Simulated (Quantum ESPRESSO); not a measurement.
## Pt and the effect of the dispersion correction

The cell as given:

It takes space group Fm-3m (No. 225, cubic). The conventional cell has a = 3.922 Å, b = 3.922 Å, c = 3.922 Å, α = 90.00°, β = 90.00°, γ = 90.00°. Pt (site symmetry m-3m) has 12 Pt at 2.77 Å as nearest neighbours.

Kept alike: task relaxation of cell and atoms; functional PBEsol; k mesh 12 × 12 × 12; occupations fermi-dirac, width 0.05 eV; no spin polarisation. Program: Quantum ESPRESSO, GBRV 1.5 PBEsol, cutoff 612 eV. The mesh is that of the run's cell of 1 atom. No spin-orbit coupling.

| dispersion correction | volume (Å³/atom) |
| --- | --- |
| D3(BJ) | 14.703 |
| D4 | 14.767 |
| none | 14.986 |
| rVV10 | 14.640 |

The relaxations keep at least the cell's symmetry (Fm-3m). For a metal such a mesh leaves the last digits unconverged. Relaxations stop with a little pressure left, so the last digits of a volume or edge aren't settled. Runs of this series that gave no sound value for these columns are left out.

What does the dispersion correction change here?

The volume runs from 14.640 (rVV10) to 14.986 Å³/atom (none). Against no correction: D3(BJ) -1.9 %; D4 -1.5 %; rVV10 -2.3 %. Dispersion terms mostly attract and so lower the volume; the schemes' coefficients and damping set how far. Measured: 15.09 Å³/atom (arxiv:2412.16732); nearest none, 0.10 Å³/atom off. The runs are for a static lattice.

All three dispersion corrections contract platinum, and each moves the volume further from experiment than uncorrected PBEsol, which is already slightly too small. Cohesion here comes mainly from the partly filled 5d band and its hybridisation with the sp states, and a semilocal functional describes this well. PBEsol in particular is built to give good equilibrium volumes for densely packed solids, so an added attraction has little missing binding to supply. The polarisable 5d shells and twelve close neighbours make that attraction appreciable, while the stiffness of the lattice keeps the contraction to a few per cent. In a real metal the conduction electrons screen the fluctuating dipoles, which the corrections probably capture only in part, so some overbinding is plausible.

The results favour plain PBEsol for the volume of bulk platinum, but they don't show that dispersion is physically absent. Nor does the ranking carry over to molecules adsorbed on platinum surfaces, where long-range attraction can be a substantial part of the binding.
